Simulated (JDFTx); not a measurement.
# Mo (Im-3m) in JDFTx: reference runs

How does Mo come out in PBE? The cell is run as given and disturbed.

All numbers are computed with JDFTx 1.7.0 (patched build); they aren't measurements. Logs are shortened: lines on timing, memory, paths and dates and some standing lists are left out, and cuts for length are marked. The log counts tension as positive stress, the text compression.

## 1. The structure

The structure is cubic, space group Im-3m (No. 229). The conventional cell has a = 3.168 Å, b = 3.168 Å, c = 3.168 Å, α = 90.00°, β = 90.00°, γ = 90.00°. Mo (site symmetry m-3m) is surrounded by 8 Mo at 2.74 Å.

## 2. Single point, PBE

Contents of Mo.in:

```
lattice \
   -2.9929651906     2.9929651906     2.9929651906 \
    2.9929651906    -2.9929651906     2.9929651906 \
    2.9929651906     2.9929651906    -2.9929651906
coords-type Lattice
ion Mo     0.0000000000     0.0000000000     0.0000000000 1

ion-species pseudo/Mo.upf
elec-cutoff 40
elec-ex-corr gga-PBE
kpoint-folding 12 12 12
elec-smearing Fermi 0.0018374661
elec-n-bands 13
electronic-SCF nIterations 100 energyDiffThreshold 1e-08
electronic-minimize nIterations 30 energyDiffThreshold 1e-7
converge-empty-states yes
forces-output-coords Cartesian

dump-name run.$VAR
dump End Ecomponents EigStats BandEigs Kpoints Forces Stress
```

Potentials or basis: PseudoDojo-SR-PBE-0.5-standard.

Launch:

```
> jdftx -c 1 -i Mo.in -o Mo.out
```

The log of the run:

```text
*************** JDFTx 1.7.0 (patched build) ***************

[... 9 lines left out ...]
---------- Initializing the Grid ----------
R =
[     -2.99297      2.99297      2.99297  ]
[      2.99297     -2.99297      2.99297  ]
[      2.99297      2.99297     -2.99297  ]
unit cell volume = 107.242
G =
[ -7.29365e-18    1.04966    1.04966  ]
[    1.04966 -7.29365e-18    1.04966  ]
[    1.04966    1.04966 -7.29365e-18  ]
Minimum fftbox size, Smin = [  32  32  32  ]
Chosen fftbox size, S = [  32  32  32  ]

---------- Exchange Correlation functional ----------
Initalized PBE GGA exchange.
Initalized PBE GGA correlation.

---------- Setting up pseudopotentials ----------
Width of ionic core gaussian charges (only for fluid interactions / plotting) set to 0

Reading pseudopotential file 'pseudo/Mo.upf':
  'Mo' pseudopotential, 'PBE' functional
  Generated using ONCVPSP code by D. R. Hamann
  14 valence electrons, 4 orbitals, 6 projectors, 1001 radial grid points, with lMax = 2
    4S    l: 0   occupation:  2.0   eigenvalue: -2.364714
    4P    l: 1   occupation:  6.0   eigenvalue: -1.414320
    4D    l: 2   occupation:  5.0   eigenvalue: -0.137921
    5S    l: 0   occupation:  1.0   eigenvalue: -0.150182
  Core radius for overlap checks: 1.35 bohrs.

Initialized 1 species with 1 total atoms.

Folded 1 k-points by 12x12x12 to 1728 k-points.

---------- Setting up k-points, bands, fillings ----------
Reduced to 72 k-points under symmetry.
Computing the number of bands and number of electrons
Calculating initial fillings.
nElectrons:  14.000000   nBands: 13   nStates: 72

----- Setting up reduced wavefunction bases (one per k-point) -----
average nbasis = 1296.284 , ideal nbasis = 1295.833

---------- Setting up ewald sum ----------
Optimum gaussian width for ewald sums = 1.868743 bohr.
Real space sum over 2197 unit cells with max indices [  6  6  6  ]
Reciprocal space sum over 2197 terms with max indices [  6  6  6  ]

---------- Allocating electronic variables ----------
Initializing wave functions:  linear combination of atomic orbitals
Note: number of bands (13) exceeds available atomic orbitals (10)
Mo pseudo-atom occupations:   s ( 2 2 )  p ( 6 )  d ( 4 )
	FillingsUpdate:  mu: +0.781308504  nElectrons: 14.000000
LCAOMinimize: Iter:   0  F: -68.4496711617464655  |grad|_K:  2.723e-04  alpha:  1.000e+00
	FillingsUpdate:  mu: +0.778027192  nElectrons: 14.000000
LCAOMinimize: Iter:   1  F: -68.4499750898286692  |grad|_K:  5.018e-06  alpha:  6.781e-01  linmin: -1.405e-02  cgtest:  6.059e-02
LCAOMinimize: Encountered beta<0, resetting CG.
	FillingsUpdate:  mu: +0.778024890  nElectrons: 14.000000
LCAOMinimize: Iter:   2  F: -68.4499752408108009  |grad|_K:  5.279e-08  alpha:  9.853e-01  linmin: -8.482e-03  cgtest:  2.905e-02
LCAOMinimize: Encountered beta<0, resetting CG.
	FillingsUpdate:  mu: +0.778024715  nElectrons: 14.000000
LCAOMinimize: Iter:   3  F: -68.4499752408277118  |grad|_K:  4.923e-09  alpha:  9.743e-01  linmin: -3.377e-03  cgtest:  1.322e-02
LCAOMinimize: Converged (|Delta F|<1.000000e-06 for 2 iters).

-------- Electronic minimization -----------
Will mix electronic density at each iteration.
	FillingsUpdate:  mu: +0.778024715  nElectrons: 14.000000
	FillingsUpdate:  mu: +0.770747903  nElectrons: 14.000000
SCF: Cycle:  0   F: -68.469892322004142   dF: -1.992e-02   |Residual|: 2.116e-02   |deigs|: 4.615e-01
	FillingsUpdate:  mu: +0.769626092  nElectrons: 14.000000
SCF: Cycle:  1   F: -68.470049445645074   dF: -1.571e-04   |Residual|: 1.114e-02   |deigs|: 5.976e-03
	FillingsUpdate:  mu: +0.768821293  nElectrons: 14.000000
SCF: Cycle:  2   F: -68.470058349481590   dF: -8.904e-06   |Residual|: 7.773e-04   |deigs|: 1.196e-03
	FillingsUpdate:  mu: +0.768864007  nElectrons: 14.000000
SCF: Cycle:  3   F: -68.470058817531552   dF: -4.680e-07   |Residual|: 3.579e-04   |deigs|: 1.959e-04
	FillingsUpdate:  mu: +0.768869577  nElectrons: 14.000000
SCF: Cycle:  4   F: -68.470058895324300   dF: -7.779e-08   |Residual|: 4.729e-05   |deigs|: 1.019e-04
	FillingsUpdate:  mu: +0.768867655  nElectrons: 14.000000
SCF: Cycle:  5   F: -68.470058911009701   dF: -1.569e-08   |Residual|: 1.769e-05   |deigs|: 8.610e-05
	FillingsUpdate:  mu: +0.768865966  nElectrons: 14.000000
SCF: Cycle:  6   F: -68.470058914536480   dF: -3.527e-09   |Residual|: 9.867e-06   |deigs|: 9.447e-05
	FillingsUpdate:  mu: +0.768866958  nElectrons: 14.000000
SCF: Cycle:  7   F: -68.470058915421149   dF: -8.847e-10   |Residual|: 3.143e-06   |deigs|: 1.071e-04
SCF: Converged (|Delta E|<1.000000e-08 for 2 iters).

Setting wave functions to eigenvectors of Hamiltonian
Converging empty states (this may take a while): |deigs|: 3.282e-03

# Stress tensor in Cartesian coordinates [Eh/a0^3]:
[  5.17211e-05            0            0  ]
[            0  5.17211e-05            0  ]
[            0            0  5.17211e-05  ]

# Ionic positions in lattice coordinates:
ion Mo   0.000000000000000   0.000000000000000   0.000000000000000 1

# Forces in Cartesian coordinates:
force Mo  -0.000000000000000  -0.000000000000000  -0.000000000000000 1

# Energy components:
   Eewald =      -59.5805255557201789
       EH =        8.9983644404098317
     Eloc =      -40.2204022956087854
      Enl =        8.6051734283175172
      Exc =      -10.3053347779430382
 Exc_core =        1.8088077578328212
       KE =       22.2239517996349427
-------------------------------------
     Etot =      -68.4699652030768817
       TS =        0.0000937123442731
-------------------------------------
        F =      -68.4700589154211485

IonicMinimize: Iter:   0  F: -68.470058915421149  |grad|_K:  0.000e+00
IonicMinimize: Converged (|grad|_K<1.000000e-04).

#--- Lowdin population analysis ---
# oxidation-state Mo +0.074

Dumping 'run.eigStats' ...
	eMin: -1.481971 at state 0 ( [ +0.000000 +0.000000 +0.000000 ] spin 0 )
	HOMO: +0.768201 at state 38 ( [ +0.083333 +0.500000 +0.500000 ] spin 0 )
	mu  : +0.768867
	LUMO: +0.770759 at state 59 ( [ +0.250000 +0.333333 -0.333333 ] spin 0 )
	eMax: +1.530593 at state 4 ( [ +0.000000 +0.000000 +0.333333 ] spin 0 )
	HOMO-LUMO gap: +0.002558
	Optical gap  : +0.019655 at state 59 ( [ +0.250000 +0.333333 -0.333333 ] spin 0 )
Done!
```

Wall time 26 s (1 thread of Arm Neoverse V1, shared host); peak memory 0.08 GiB.

Results:

| Item | Value |
| --- | --- |
| Free energy | -1863.1652 eV |
| Pressure | -1.5 GPa |
| Band gap on the k mesh | none (metal or under the smearing width) |

## 3. Single point, PBE (cell strained at random at fixed volume)

Mo.in, as its differences from that of step 2:

```diff
@@ -1,7 +1,7 @@
 lattice \
-   -2.9929651906     2.9929651906     2.9929651906 \
-    2.9929651906    -2.9929651906     2.9929651906 \
-    2.9929651906     2.9929651906    -2.9929651906
+   -3.0129585461     3.0469679472     3.0360113151 \
+    3.0071136232    -2.9159607939     2.9390116731 \
+    2.9943390746     2.9371937566    -2.9031843555
 coords-type Lattice
-ion Mo     0.0000000000     0.0000000000     0.0000000000 1
+ion Mo    -0.0048930000    -0.0285050000    -0.0279780000 1
```

Potentials or basis: PseudoDojo-SR-PBE-0.5-standard.

Launch:

```
> jdftx -c 1 -i Mo.in -o Mo.out
```

The log of the run:

```text
*************** JDFTx 1.7.0 (patched build) ***************

Input parsed successfully to the following command list (including defaults):
[... the input with its defaults ...]

---------- Setting up symmetries ----------

Found 2 point-group symmetries of the bravais lattice
Found 2 space-group symmetries with basis
Applied RMS atom displacement 0 bohrs to make symmetries exact.

---------- Initializing the Grid ----------
R =
[     -3.01296      3.04697      3.03601  ]
[      3.00711     -2.91596      2.93901  ]
[      2.99434      2.93719     -2.90318  ]
unit cell volume = 107.242
G =
[ -0.00977701    1.04073    1.04335  ]
[     1.0271 -0.0201354    1.05371  ]
[    1.02905    1.05303 -0.0220827  ]
Minimum fftbox size, Smin = [  32  32  32  ]
Chosen fftbox size, S = [  32  32  32  ]

---------- Exchange Correlation functional ----------
Initalized PBE GGA exchange.
Initalized PBE GGA correlation.

---------- Setting up pseudopotentials ----------
Width of ionic core gaussian charges (only for fluid interactions / plotting) set to 0

Reading pseudopotential file 'pseudo/Mo.upf':
  'Mo' pseudopotential, 'PBE' functional
  Generated using ONCVPSP code by D. R. Hamann
  14 valence electrons, 4 orbitals, 6 projectors, 1001 radial grid points, with lMax = 2
    4S    l: 0   occupation:  2.0   eigenvalue: -2.364714
    4P    l: 1   occupation:  6.0   eigenvalue: -1.414320
    4D    l: 2   occupation:  5.0   eigenvalue: -0.137921
    5S    l: 0   occupation:  1.0   eigenvalue: -0.150182
  Core radius for overlap checks: 1.35 bohrs.

Initialized 1 species with 1 total atoms.

Folded 1 k-points by 12x12x12 to 1728 k-points.

---------- Setting up k-points, bands, fillings ----------
Reduced to 868 k-points under symmetry.
Computing the number of bands and number of electrons
Calculating initial fillings.
nElectrons:  14.000000   nBands: 13   nStates: 868

----- Setting up reduced wavefunction bases (one per k-point) -----
average nbasis = 1295.864 , ideal nbasis = 1295.833

---------- Setting up ewald sum ----------
Optimum gaussian width for ewald sums = 1.871312 bohr.
Real space sum over 2197 unit cells with max indices [  6  6  6  ]
Reciprocal space sum over 2197 terms with max indices [  6  6  6  ]

---------- Allocating electronic variables ----------
Initializing wave functions:  linear combination of atomic orbitals
Note: number of bands (13) exceeds available atomic orbitals (10)
Mo pseudo-atom occupations:   s ( 2 2 )  p ( 6 )  d ( 4 )
	FillingsUpdate:  mu: +0.782177655  nElectrons: 14.000000
LCAOMinimize: Iter:   0  F: -68.4489705422263768  |grad|_K:  8.254e-05  alpha:  1.000e+00
	FillingsUpdate:  mu: +0.779065301  nElectrons: 14.000000
LCAOMinimize: Iter:   1  F: -68.4493040945201727  |grad|_K:  1.749e-06  alpha:  6.706e-01  linmin: -1.920e-03  cgtest:  7.838e-03
	FillingsUpdate:  mu: +0.779069875  nElectrons: 14.000000
LCAOMinimize: Iter:   2  F: -68.4493043029138448  |grad|_K:  2.062e-07  alpha:  9.285e-01  linmin:  3.192e-04  cgtest: -2.149e-03
	FillingsUpdate:  mu: +0.779068727  nElectrons: 14.000000
LCAOMinimize: Iter:   3  F: -68.4493043053571739  |grad|_K:  5.801e-09  alpha:  7.838e-01  linmin:  1.708e-03  cgtest:  5.642e-04
LCAOMinimize: Converged (|Delta F|<1.000000e-06 for 2 iters).

-------- Electronic minimization -----------
Will mix electronic density at each iteration.
	FillingsUpdate:  mu: +0.779068727  nElectrons: 14.000000
	FillingsUpdate:  mu: +0.771045769  nElectrons: 14.000000
SCF: Cycle:  0   F: -68.469431322179503   dF: -2.013e-02   |Residual|: 2.153e-02   |deigs|: 4.452e-01
	FillingsUpdate:  mu: +0.769936155  nElectrons: 14.000000
SCF: Cycle:  1   F: -68.469592015340609   dF: -1.607e-04   |Residual|: 1.132e-02   |deigs|: 9.006e-03
	FillingsUpdate:  mu: +0.769111940  nElectrons: 14.000000
SCF: Cycle:  2   F: -68.469601121561311   dF: -9.106e-06   |Residual|: 8.025e-04   |deigs|: 1.862e-03
	FillingsUpdate:  mu: +0.769151828  nElectrons: 14.000000
SCF: Cycle:  3   F: -68.469601608510459   dF: -4.869e-07   |Residual|: 3.675e-04   |deigs|: 4.957e-04
	FillingsUpdate:  mu: +0.769155622  nElectrons: 14.000000
SCF: Cycle:  4   F: -68.469601689669531   dF: -8.116e-08   |Residual|: 4.631e-05   |deigs|: 2.393e-04
	FillingsUpdate:  mu: +0.769154215  nElectrons: 14.000000
SCF: Cycle:  5   F: -68.469601705703212   dF: -1.603e-08   |Residual|: 1.531e-05   |deigs|: 2.371e-04
	FillingsUpdate:  mu: +0.769153219  nElectrons: 14.000000
SCF: Cycle:  6   F: -68.469601709288000   dF: -3.585e-09   |Residual|: 7.072e-06   |deigs|: 2.728e-04
	FillingsUpdate:  mu: +0.769153980  nElectrons: 14.000000
SCF: Cycle:  7   F: -68.469601710174032   dF: -8.860e-10   |Residual|: 5.183e-06   |deigs|: 2.755e-04
SCF: Converged (|Delta E|<1.000000e-08 for 2 iters).

Setting wave functions to eigenvectors of Hamiltonian
Converging empty states (this may take a while): |deigs|: 1.723e-03

# Stress tensor in Cartesian coordinates [Eh/a0^3]:
[  0.000222067  2.83333e-05  4.30233e-05  ]
[  2.83333e-05 -3.07946e-05  0.000108993  ]
[  4.30233e-05  0.000108993  -6.1249e-05  ]

# Ionic positions in lattice coordinates:
ion Mo  -0.004893000000000  -0.028505000000000  -0.027978000000000 1

# Forces in Cartesian coordinates:
force Mo   0.000000000000000   0.000000000000000   0.000000000000000 1

# Energy components:
   Eewald =      -59.5735689606367700
       EH =        9.0052763643773890
     Eloc =      -40.2356338750463038
      Enl =        8.6050488072363258
      Exc =      -10.3057701144350187
 Exc_core =        1.8088076774006383
       KE =       22.2263287555860742
-------------------------------------
     Etot =      -68.4695113455176738
       TS =        0.0000903646563632
-------------------------------------
        F =      -68.4696017101740324

IonicMinimize: Iter:   0  F: -68.469601710174032  |grad|_K:  0.000e+00
IonicMinimize: Converged (|grad|_K<1.000000e-04).

#--- Lowdin population analysis ---
# oxidation-state Mo +0.074

Dumping 'run.eigStats' ...
	eMin: -1.481971 at state 0 ( [ +0.000000 +0.000000 +0.000000 ] spin 0 )
	HOMO: +0.768015 at state 359 ( [ +0.166667 -0.083333 -0.250000 ] spin 0 )
	mu  : +0.769153
	LUMO: +0.769214 at state 337 ( [ +0.166667 -0.250000 -0.083333 ] spin 0 )
	eMax: +1.538325 at state 602 ( [ +0.333333 -0.333333 +0.000000 ] spin 0 )
	HOMO-LUMO gap: +0.001199
	Optical gap  : +0.015778 at state 216 ( [ +0.083333 -0.083333 -0.166667 ] spin 0 )
Done!
```

Run time: 5.1 min. Hardware: 1 thread of Arm Neoverse V1, shared host; peak memory 0.58 GiB.

Results:

```
Free energy            : -1863.1528 eV
Pressure               : -1.3 GPa
Band gap on the k mesh : none (metal or under the smearing width)
```

Stress tensor (GPa, compression positive):
```
-6.53 -0.83 -1.27
-0.83  0.91 -3.21
-1.27 -3.21  1.80
```
